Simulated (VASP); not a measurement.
The system is TiSi2.

```
CELL_PARAMETERS angstrom
0.00000 4.11752 4.26290
2.38951 0.00000 4.26290
2.38951 4.11752 0.00000
ATOMIC_POSITIONS crystal
Ti 0.75000 0.75000 0.75000
Ti 0.50000 0.50000 0.50000
Si 0.41257 0.08743 0.41257
Si 0.08743 0.41257 0.08743
Si 0.16257 0.83743 0.16257
Si 0.83743 0.16257 0.83743
```

The cell is a database's computed one.

| Item | Value |
| --- | --- |
| Program | VASP 6.6.1 |
| Task | relaxation of cell and atoms |
| Functional | PBEsol |
| Potentials or basis | VASP PAW PBE potentials, release 64 (Ti_sv, Si) |
| Cutoff | 600 eV |
| k mesh | 5 × 5 × 5 |
| Occupations | fermi-dirac, width 0.05 eV |
| Spin | no spin polarisation |
| Hubbard terms | Ti d U = 5 eV |

At the start: pressure 4.5 GPa; volume 13.98 Å³/atom.

Task: Where does the relaxation end?

Result: Over 8 steps the energy falls by 8.1 meV/atom and the volume is 14.40 Å³/atom (+3.0 %); space group Fddd (No. 70, to 0.05 Å).

Step by step:
| step | energy change (eV) | largest force (eV/Å) | pressure (GPa) | volume (Å³) |
| --- | --- | --- | --- | --- |
| 1 | 0.0000 | 0.1848 | 4.48 | 83.88 |
| 2 | -0.0072 | 0.1641 | -3.96 | 88.72 |
| 3 | -0.0378 | 0.1729 | -0.19 | 86.38 |
| 4 | -0.0427 | 0.1292 | -0.17 | 86.39 |
| 5 | -0.0481 | 0.0227 | -0.07 | 86.44 |
| 6 | -0.0481 | 0.0130 | -0.06 | 86.44 |
| 7 | -0.0484 | 0.0118 | 0.01 | 86.36 |
| 8 | -0.0485 | 0.0018 | -0.02 | 86.39 |

Final structure:
```cif
data_structure
_symmetry_space_group_name_H-M 'P 1'
_symmetry_Int_Tables_number 1
_cell_length_a 5.9957
_cell_length_b 4.9468
_cell_length_c 4.8006
_cell_angle_alpha 75.903
_cell_angle_beta 53.150
_cell_angle_gamma 50.947
_cell_volume 86.39
loop_
_atom_site_label
_atom_site_type_symbol
_atom_site_fract_x
_atom_site_fract_y
_atom_site_fract_z
_atom_site_occupancy
Ti1 Ti 0.75000 0.75000 0.75000 1
Ti2 Ti 0.50000 0.50000 0.50000 1
Si1 Si 0.40840 0.09160 0.40840 1
Si2 Si 0.09160 0.40840 0.09160 1
Si3 Si 0.15840 0.84160 0.15840 1
Si4 Si 0.84160 0.15840 0.84160 1
```

Caveat: the PAW data sets were made with another functional, which shifts forces and pressure a little; U without spin polarisation on a metal has little footing; the U is typed as a test and isn't derived for this compound.
